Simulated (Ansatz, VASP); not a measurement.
# Cross-check of SrO between VASP and Ansatz, part 2 of 2

Wanted: the spread between two codes on one cell, functional and k mesh.

VASP 6.6.1 and Ansatz 0.2.0.

So far. Step 2 (VASP: band structure, PBE): At this level the cell is under a pressure of 3.9 GPa, so at these settings it is away from equilibrium. Step 4 (Side by side): Among the levels compared at these points, filled levels agree within 29 meV and empty ones within 60 meV. Ansatz's pressure holds a Pulay correction of 0.36 GPa; VASP's holds none.

The database entry behind the starting cell differs from later determinations by our own check (about 0.5 % short), so it need not match the best structure at ambient conditions.

**5. VASP: band structure, BLYP**

Level of this step: BLYP; plane waves and PAW (Sr_sv, O) (VASP).

The same path points are solved in both programs, so levels can be compared one by one.

The input, INCAR:

```
SYSTEM = SrO
PREC = Accurate
ENCUT = 520
EDIFF = 1E-06
NELM = 100
ISMEAR = 0
SIGMA = 0.02
LREAL = .FALSE.
ALGO = Normal
GGA = B5
ALDAX = 1
AGGAX = 1
AGGAC = 1
ALDAC = 0
NBANDS = 20
LORBIT = 11
LWAVE = .FALSE.
LCHARG = .FALSE.
KPAR = 4
```

The input, POSCAR:

```
SrO
1.0
    0.0000000000      2.5663000000      2.5663000000
    2.5663000000      0.0000000000      2.5663000000
    2.5663000000      2.5663000000      0.0000000000
Sr O
1 1
Direct
    0.5000000000      0.5000000000      0.5000000000
    0.0000000000      0.0000000000      0.0000000000
```

The input, KPOINTS:

```
Automatic mesh
0
Gamma
5 5 5
0 0 0
```

The input, KPOINTS_OPT:

```
Line mode
16
Line-mode
Reciprocal
  0.00000000   0.00000000   0.00000000 GAMMA
  0.50000000   0.00000000   0.50000000 X

  0.50000000   0.00000000   0.50000000 X
  0.50000000   0.25000000   0.75000000 W

  0.50000000   0.25000000   0.75000000 W
  0.37500000   0.37500000   0.75000000 K

  0.37500000   0.37500000   0.75000000 K
  0.00000000   0.00000000   0.00000000 GAMMA

  0.00000000   0.00000000   0.00000000 GAMMA
  0.50000000   0.50000000   0.50000000 L

  0.50000000   0.50000000   0.50000000 L
  0.62500000   0.25000000   0.62500000 U

  0.62500000   0.25000000   0.62500000 U
  0.50000000   0.25000000   0.75000000 W

  0.50000000   0.25000000   0.75000000 W
  0.50000000   0.50000000   0.50000000 L

  0.50000000   0.50000000   0.50000000 L
  0.37500000   0.37500000   0.75000000 K

  0.62500000   0.25000000   0.62500000 U
  0.50000000   0.00000000   0.50000000 X
```

PAW data sets: Sr_sv and O (PBE family, release 64).

Command:

```console
$ mpirun -np 4 vasp_std
```

Numbers of over 12 decimals in the logs are rounded to 6 here.

What it wrote:

```text
[banner, memory and clock lines left out]
running    4 mpi-ranks, on    1 nodes
[...]
|                                                                             |
|               ----> ADVICE to this user running VASP <----                  |
|                                                                             |
|     You enforced a specific xc type in the INCAR file but a different       |
|     [... a line on the potential file left out ...]
|     I HOPE YOU KNOW WHAT YOU ARE DOING!                                     |
|                                                                             |

 LDA part: xc-table for (Slater(with rela. corr.)+VWN5), standard interpolation
 POSCAR, INCAR and KPOINTS ok, starting setup
[...]
entering main loop
       N       E                     dE             d eps       ncg     rms          rms(c)
DAV:   1     0.643779053073E+02    0.64378E+02   -0.73389E+03   400   0.757E+02
DAV:   2    -0.105936686989E+02   -0.74972E+02   -0.70343E+02   504   0.186E+02
[...]
DAV:  11    -0.114489601606E+02   -0.10560E-03   -0.10641E-04   440   0.727E-02    0.301E-02
DAV:  12    -0.114489725705E+02   -0.12410E-04   -0.15822E-05   432   0.256E-02    0.756E-03
DAV:  13    -0.114489725815E+02   -0.11015E-07   -0.11748E-06   436   0.744E-03
   1 F= -.11448973E+02 E0= -.11448973E+02  d E =-.990085E-15
 Start KPOINTS_OPT (optional k-point list driver)
k-point batch [1-10\160]
       N       E                     dE             ncg
DAV:   1    -0.746276724775E+03   -0.23802E+04      400
DAV:   2    -0.145953529975E+04   -0.71326E+03      492
DAV:   3    -0.148736438091E+04   -0.27829E+02      532
DAV:   4    -0.148870111859E+04   -0.13367E+01      580
DAV:   5    -0.148870267237E+04   -0.15538E-02      500
DAV:   6    -0.148870268114E+04   -0.87658E-05      536
DAV:   7    -0.148870268121E+04   -0.72901E-07      428
[...]
k-point batch [151-160\160]
       N       E                     dE             ncg
DAV:   1    -0.758286180234E+03   -0.72421E+04      408
DAV:   2    -0.147985193442E+04   -0.72157E+03      544
DAV:   3    -0.150908970947E+04   -0.29238E+02      572
DAV:   4    -0.150968394119E+04   -0.59423E+00      468
DAV:   5    -0.150968623833E+04   -0.22971E-02      496
DAV:   6    -0.150968626788E+04   -0.29550E-04      460
DAV:   7    -0.150968626837E+04   -0.49132E-06      444
```

OUTCAR, selected parts (step 5):

```text
  Total        1.4485015      1.4485015      1.4485015      0.0000000     -0.0000000      0.0000000
  in kB       68.6558029     68.6558029     68.6558029      0.0000000     -0.0000000      0.0000000
  external PRESSURE =      68.6558029 kB  Pullay stress =       0.0000000 kB

 POSITION                                       TOTAL-FORCE (eV/Angst)
 -----------------------------------------------------------------------------------
      2.56630      2.56630      2.56630         0.000000      0.000000     -0.000000
      0.00000      0.00000      0.00000         0.000000      0.000000      0.000000
 -----------------------------------------------------------------------------------
    total drift:                                0.000000      0.000000      0.000000

  FREE ENERGIE OF THE ION-ELECTRON SYSTEM (eV)
  ---------------------------------------------------
  free  energy   TOTEN  =       -11.4489725815 eV

  energy  without entropy=      -11.4489725815  energy(sigma->0) =      -11.44897258

[... 2 parts as in an earlier step ...]

[... 1 further part left out ...]
[key lines of the parts left out:]
E-fermi :   2.1482
```

At this level the cell is under a pressure of 6.9 GPa, so at these settings it is away from equilibrium.

**6. Ansatz: band structure, BLYP**

The same cell, functional (in two slightly different forms), mesh and smearing now go to Ansatz, which takes its cutoff from its data sets.

The input, input.yaml:

```yaml
crystal:
  lattice:
    - [0.0, 2.5663, 2.5663]
    - [2.5663, 0.0, 2.5663]
    - [2.5663, 2.5663, 0.0]
  atoms:
    - { symbol: Sr, position: [0.5, 0.5, 0.5] }
    - { symbol: O, position: [0.0, 0.0, 0.0] }
hamiltonian:
  xc: blyp
  pseudopotentials: { kind: paw }
kpoints:
  mp_grid: { grid: [5, 5, 5] }
  band_path:
    path:
      - [0.0, 0.0, 0.0]
      - [0.16667, 0.0, 0.16667]
      - [0.33333, 0.0, 0.33333]
      - [0.5, 0.0, 0.5]
      - [0.5, 0.08333, 0.58333]
      - [0.5, 0.18333, 0.68333]
      - [0.5, 0.25, 0.75]
      - [0.45, 0.3, 0.75]
      - [0.40833, 0.34167, 0.75]
      - [0.35, 0.35, 0.7]
      - [0.225, 0.225, 0.45]
      - [0.075, 0.075, 0.15]
      - [0.03333, 0.03333, 0.03333]
      - [0.23333, 0.23333, 0.23333]
      - [0.4, 0.4, 0.4]
      - [0.51667, 0.46667, 0.51667]
      - [0.55833, 0.38333, 0.55833]
      - [0.60833, 0.28333, 0.60833]
      - [0.60833, 0.25, 0.64167]
      - [0.55833, 0.25, 0.69167]
      - [0.51667, 0.25, 0.73333]
      - [0.5, 0.3, 0.7]
      - [0.5, 0.38333, 0.61667]
      - [0.5, 0.48333, 0.51667]
      - [0.475, 0.475, 0.55]
      - [0.425, 0.425, 0.65]
      - [0.38333, 0.38333, 0.73333]
      - [0.59167, 0.18333, 0.59167]
      - [0.55, 0.1, 0.55]
      - [0.5, 0.0, 0.5]
    npoints: 1
scf:
  occupations: { method: gaussian, width: 0.02 }
  n_extra_bands: 7
output:
  forces: true
  stress: true
  eigenvalues: true
```

Command:

```console
$ ansatz run input.yaml --threads 2 --pin off --max-ram 4608MiB --backend cpu --events-out ev --progress --plain --runs-dir out
```

What it wrote:

```text
[...]
Crystal: 2 atoms, lattice volume = 33.803 Å³
Basis set: ecut = 420 eV, 645 PW (Γ), exchange–correlation on 50×50×50 points (8 copies of the dense FFT grid, shifted against one another)
Bands: 15, of which v1, the nominal top of the filled ones, is band 8 counted from 1 (7 counted from 0)
Symmetry: 48 space group operations
[...]
k-points: 10 of 125
[...]
k-point 0: bands = [... 4 lower, -5.6516, 8.3422, 8.3422, 8.3422, 12.6098, 14.6341, 14.6341, 14.6341, ... 3 higher]
  k-point 1: bands = [... 4 lower, -5.0158, 7.4357, 7.9099, 7.9099, 14.1346, 14.4750, 15.3768, 15.3768, ... 3 higher]
  k-point 2: bands = [... 4 lower, -4.4841, 6.3948, 7.3224, 7.3224, 14.8838, 16.6229, 16.9205, 16.9205, ... 3 higher]
  k-point 9: bands = [... 4 lower, -5.0159, 7.1996, 7.6792, 7.9850, 13.7951, 15.5424, 17.1729, 18.7269, ... 3 higher]
[key lines of the parts left out:]
SCF converged after 6 iterations
Free energy (F): -4129.230931 eV
Fermi energy:    10.157733 eV
P = ⅓ Tr σ = 6.2414 GPa (62.414 kbar)
```

The job ended after 1.1 s (2 threads of Arm Neoverse N1, shared host; peak memory 0.25 GiB).

**7. Differences**

What differs besides the data sets and the points named for the pairs above, as far as they apply: Ansatz makes its cores anew for this functional, VASP keeps those of its PBE data sets; VASP's log shows a relativistic correction to its local exchange, Ansatz's none. Total energies have different zeros and are not compared.

The two programs side by side:

```tsv
quantity	Ansatz	VASP	difference
pressure (GPa)	6.24	6.87	-0.62
pressure without Ansatz's Pulay correction (GPa)	5.79	6.87	-1.07
gap over the path points (eV)	3.449	3.391	+0.058
```

Levels at points of the path, from each program's valence-band top (eV; 3 filled, then empty):

```tsv
k (reciprocal lattice)	Ansatz	VASP
0.000 0.000 0.000	0.00 0.00 0.00 4.27 6.29 6.29	0.00 0.00 0.00 4.26 6.23 6.23
0.167 0.000 0.167	-1.03 -0.10 -0.10 5.27 5.41 7.40	-1.05 -0.10 -0.10 5.22 5.40 7.34
0.333 0.000 0.333	-1.06 -0.12 -0.12 3.95 7.04 9.70	-1.09 -0.13 -0.13 3.89 7.03 9.63
0.500 0.000 0.500	-0.37 -0.07 -0.07 3.45 7.93 10.25	-0.40 -0.08 -0.08 3.39 7.88 10.16
0.500 0.083 0.583	-0.38 -0.35 -0.15 3.82 8.18 9.34	-0.41 -0.36 -0.17 3.77 8.13 9.32
0.500 0.183 0.683	-0.94 -0.41 -0.32 5.06 7.42 8.63	-0.96 -0.43 -0.34 5.02 7.39 8.57
0.500 0.250 0.750	-1.10 -0.39 -0.39 6.17 6.17 8.73	-1.12 -0.41 -0.41 6.14 6.14 8.67
0.450 0.300 0.750	-1.05 -0.42 -0.41 5.41 7.11 8.76	-1.07 -0.44 -0.43 5.37 7.08 8.71
0.408 0.342 0.750	-0.95 -0.51 -0.42 5.04 7.82 8.83	-0.97 -0.53 -0.44 5.00 7.80 8.77
0.350 0.350 0.700	-1.14 -0.69 -0.43 5.48 7.64 9.03	-1.16 -0.72 -0.45 5.44 7.61 8.97
```

Among the levels compared at these points, filled levels agree within 31 meV and empty ones within 82 meV. Ansatz's pressure holds a Pulay correction of 0.45 GPa; VASP's holds none.

**8. Ansatz: band structure, PBE, spin-orbit coupling**

Levels along a path test the potential and the projectors away from the mesh points.

input.yaml, as its differences from that of step 6:

```diff
@@ -9,6 +9,9 @@
 hamiltonian:
-  xc: blyp
-  pseudopotentials: { kind: paw }
+  xc: pbe
+  pseudopotentials: { kind: paw_fr }
+magnetization:
+  noncollinear: true
+  spin_orbit: true
 kpoints:
-  mp_grid: { grid: [5, 5, 5] }
+  mp_grid: { grid: [6, 6, 6] }
   band_path:
@@ -48,3 +51,3 @@
   occupations: { method: gaussian, width: 0.02 }
-  n_extra_bands: 7
+  n_extra_bands: 14
 output:
```

What it wrote:

```text
[...]
non-collinear run that drives no moment, with spin-orbit: no starting moment large enough to seed its density (crystal.atoms[].spin), no starting occupations that ask for one, no magnetisation constraint and no magnetic field, so the semilocal B_xc is pinned to zero
Crystal: 2 atoms, lattice volume = 33.803 Å³
[...]
k-point 1: bands = [... 12 lower, 7.6594, 7.6594, 7.6911, 7.6911, 13.1977, 13.1977, 14.0552, 14.0552, ... 10 higher]
  k-point 2: bands = [... 12 lower, 7.1113, 7.1113, 7.1307, 7.1307, 14.2354, 14.2354, 15.3291, 15.3291, ... 10 higher]
  k-point 15: bands = [... 12 lower, 7.5589, 7.5589, 7.6967, 7.6967, 12.6851, 12.6851, 15.6218, 15.6218, ... 10 higher]
[key lines of the parts left out:]
SCF converged after 8 iterations
Magnetization: |M| = 0.0000 μB,  M = (+0.0000, +0.0000, +0.0000) μB
Free energy (F): -4115.229136 eV
Fermi energy:    9.663490 eV
P = ⅓ Tr σ = 3.3222 GPa (33.222 kbar)
```

The job ended after 5.8 s (2 threads; peak memory 0.33 GiB).

**9. VASP: band structure, PBE, spin-orbit coupling**

The same cell, functional, mesh and smearing now go to VASP, with its own data sets and cutoff.

The input, INCAR:

```
SYSTEM = SrO
PREC = Accurate
ENCUT = 520
EDIFF = 1E-06
NELM = 100
ISMEAR = 0
SIGMA = 0.02
LREAL = .FALSE.
ALGO = Normal
GGA = PE
LNONCOLLINEAR = .TRUE.
MAGMOM = 0 0 0 0 0 0
NBANDS = 28
GGA_COMPAT = .FALSE.
LASPH = .TRUE.
LSORBIT = .TRUE.
LORBIT = 11
LWAVE = .FALSE.
LCHARG = .FALSE.
KPAR = 4
```

POSCAR is that of step 5.

The input, KPOINTS:

```
Automatic mesh
0
Gamma
6 6 6
0 0 0
```

KPOINTS_OPT is that of step 5.

Command:

```console
$ mpirun -np 4 vasp_ncl
```

What it wrote:

```text
[... set-up lines as in an earlier step ...]
 entering main loop
       N       E                     dE             d eps       ncg     rms          rms(c)
DAV:   1     0.844810598061E+02    0.84481E+02   -0.78363E+03   896   0.109E+03
DAV:   2    -0.858125926850E+01   -0.93062E+02   -0.87897E+02  1144   0.263E+02
DAV:   3    -0.141551601793E+02   -0.55739E+01   -0.55283E+01  1336   0.536E+01
DAV:   4    -0.143285404120E+02   -0.17338E+00   -0.17323E+00  1168   0.704E+00
[...]
DAV:  12    -0.121241107175E+02   -0.77481E-05   -0.20834E-05  1192   0.402E-02    0.155E-02
DAV:  13    -0.121241179899E+02   -0.72725E-05   -0.19382E-05   976   0.380E-02    0.103E-02
DAV:  14    -0.121241177202E+02    0.26976E-06   -0.15818E-06  1008   0.125E-02
   1 F= -.12124118E+02 E0= -.12124118E+02  d E =-.174441E-43  mag=    -0.0000    -0.0000    -0.0000
 Start KPOINTS_OPT (optional k-point list driver)
k-point batch [1-16\160]
       N       E                     dE             ncg
DAV:   1    -0.100298893414E+04   -0.52358E+04      896
DAV:   2    -0.239268486882E+04   -0.13897E+04     1152
DAV:   3    -0.248066029518E+04   -0.87975E+02     1396
DAV:   4    -0.248245879012E+04   -0.17985E+01     1100
DAV:   5    -0.248247324125E+04   -0.14451E-01     1084
DAV:   6    -0.248247371398E+04   -0.47274E-03     1176
DAV:   7    -0.248247371801E+04   -0.40247E-05      928
DAV:   8    -0.248247371806E+04   -0.52637E-07      580
[...]
k-point batch [145-160\160]
       N       E                     dE             ncg
DAV:   1    -0.106488600665E+04   -0.10989E+05      896
DAV:   2    -0.242829946801E+04   -0.13634E+04     1148
DAV:   3    -0.251154989499E+04   -0.83250E+02     1332
DAV:   4    -0.251350541983E+04   -0.19555E+01     1264
DAV:   5    -0.251352084273E+04   -0.15423E-01     1228
DAV:   6    -0.251352104040E+04   -0.19766E-03     1248
DAV:   7    -0.251352104415E+04   -0.37533E-05     1132
DAV:   8    -0.251352104419E+04   -0.40681E-07      836
```

From OUTCAR (step 9):

```text
  Total        0.8238694      0.8238694      0.8238694      0.0000000     -0.0000000      0.0000000
  in kB       39.0496091     39.0496091     39.0496091      0.0000000     -0.0000000      0.0000000
  external PRESSURE =      39.0496091 kB  Pullay stress =       0.0000000 kB

 POSITION                                       TOTAL-FORCE (eV/Angst)
 -----------------------------------------------------------------------------------
      2.56630      2.56630      2.56630         0.000000      0.000000      0.000000
      0.00000      0.00000      0.00000         0.000000      0.000000      0.000000
 -----------------------------------------------------------------------------------
    total drift:                                0.000000      0.000000      0.000000

  FREE ENERGIE OF THE ION-ELECTRON SYSTEM (eV)
  ---------------------------------------------------
  free  energy   TOTEN  =       -12.1241177202 eV

  energy  without entropy=      -12.1241177202  energy(sigma->0) =      -12.12411772

 magnetization (x)
# of ion       s       p       d       tot
------------------------------------------
    1        0.000  -0.000  -0.000   0.000
    2        0.000   0.000   0.000   0.000
--------------------------------------------------
tot          0.000  -0.000  -0.000   0.000

 magnetization (y)
# of ion       s       p       d       tot
------------------------------------------
    1        0.000  -0.000  -0.000   0.000
    2       -0.000   0.000   0.000  -0.000
--------------------------------------------------
tot         -0.000  -0.000  -0.000  -0.000

 magnetization (z)
# of ion       s       p       d       tot
------------------------------------------
    1        0.000   0.000   0.000   0.000
    2        0.000   0.000   0.000   0.000
--------------------------------------------------
tot          0.000   0.000   0.000   0.000

[... 1 part as in an earlier step ...]

[... 2 further parts left out ...]
[key lines of the parts left out:]
E-fermi :   1.9019
```

The run ends at a pressure of 3.90 GPa.

**10. Comparison**

What differs besides the data sets and the points named for the pairs above, as far as they apply: spin-orbit coupling enters by fully relativistic files in Ansatz and inside the spheres in VASP. Total energies have different zeros and are not compared.

Both answers:

```tsv
quantity	Ansatz	VASP	difference
pressure (GPa)	3.32	3.90	-0.58
pressure without Ansatz's Pulay correction (GPa)	2.96	3.90	-0.95
gap over the path points (eV)	3.290	3.241	+0.049
```

Levels at points of the path, from each program's valence-band top (eV; 6 filled, then empty):

```tsv
k (reciprocal lattice)	Ansatz	VASP
0.000 0.000 0.000	-0.06 -0.06 0.00 0.00 0.00 0.00 4.03 4.03 6.24 6.24 6.24 6.24	-0.06 -0.06 0.00 0.00 0.00 0.00 4.00 4.00 6.19 6.19 6.19 6.19
0.167 0.000 0.167	-1.08 -1.08 -0.14 -0.14 -0.09 -0.09 5.17 5.17 5.19 5.19 7.36 7.36	-1.09 -1.09 -0.15 -0.15 -0.10 -0.10 5.13 5.13 5.16 5.16 7.31 7.31
0.333 0.000 0.333	-1.11 -1.11 -0.18 -0.18 -0.11 -0.11 3.80 3.80 6.88 6.88 9.69 9.69	-1.14 -1.14 -0.19 -0.19 -0.12 -0.12 3.76 3.76 6.85 6.85 9.63 9.63
0.500 0.000 0.500	-0.42 -0.42 -0.13 -0.13 -0.05 -0.05 3.29 3.29 7.87 7.87 10.25 10.25	-0.45 -0.45 -0.14 -0.14 -0.07 -0.07 3.24 3.24 7.83 7.83 10.19 10.19
0.500 0.083 0.583	-0.45 -0.45 -0.36 -0.36 -0.17 -0.17 3.67 3.67 8.12 8.12 9.18 9.18	-0.47 -0.47 -0.38 -0.38 -0.19 -0.19 3.63 3.63 8.08 8.08 9.18 9.18
0.500 0.183 0.683	-0.98 -0.98 -0.46 -0.46 -0.34 -0.34 4.92 4.92 7.28 7.28 8.58 8.58	-0.99 -0.99 -0.49 -0.49 -0.37 -0.37 4.89 4.89 7.27 7.27 8.54 8.54
0.500 0.250 0.750	-1.14 -1.14 -0.47 -0.47 -0.39 -0.39 6.04 6.04 6.04 6.04 8.69 8.69	-1.16 -1.16 -0.49 -0.49 -0.41 -0.41 6.01 6.01 6.02 6.02 8.64 8.64
0.450 0.300 0.750	-1.08 -1.08 -0.49 -0.49 -0.42 -0.42 5.28 5.28 6.97 6.97 8.72 8.72	-1.10 -1.10 -0.52 -0.52 -0.44 -0.44 5.25 5.25 6.96 6.96 8.67 8.67
0.408 0.342 0.750	-1.00 -1.00 -0.55 -0.55 -0.45 -0.45 4.90 4.90 7.68 7.68 8.78 8.78	-1.02 -1.02 -0.57 -0.57 -0.48 -0.48 4.87 4.87 7.67 7.67 8.73 8.73
0.350 0.350 0.700	-1.19 -1.19 -0.72 -0.72 -0.47 -0.47 5.34 5.34 7.49 7.49 8.98 8.98	-1.21 -1.21 -0.74 -0.74 -0.50 -0.50 5.31 5.31 7.48 7.48 8.93 8.93
```

Among the levels compared at these points, filled levels agree within 29 meV and empty ones within 61 meV. Ansatz's pressure holds a Pulay correction of 0.37 GPa; VASP's holds none.

**11. Summary of results**

```
difference in gap over the path points (band structure, PBE)                      : 0.049 eV
difference in pressure (band structure, PBE)                                      : -0.60 GPa
difference in gap over the path points (band structure, BLYP)                     : 0.058 eV
difference in pressure (band structure, BLYP)                                     : -0.62 GPa
difference in gap over the path points (band structure, PBE, spin-orbit coupling) : 0.049 eV
difference in pressure (band structure, PBE, spin-orbit coupling)                 : -0.58 GPa
```

In words: The difference in gap over the path points is 0.058 eV (band structure, BLYP), within the 0.08 eV picked in this series as the mark of a large difference. 1 further run of this series is not shown here. How closely two codes agree says nothing of how well the functional describes the real material.

[Lines on the potential files, build, host, timing and source positions are cut from VASP's logs without a mark.]

[Logs are printed without paths, hosts, clocks, repeated set-up lines and the standing remarks that a program may print on its own settings, such as how far it seeks lower states.]

[Hosts, paths, dates, database ids (printed as entryN), source tags and the programs' standing remarks are cut or masked in the printed files.]
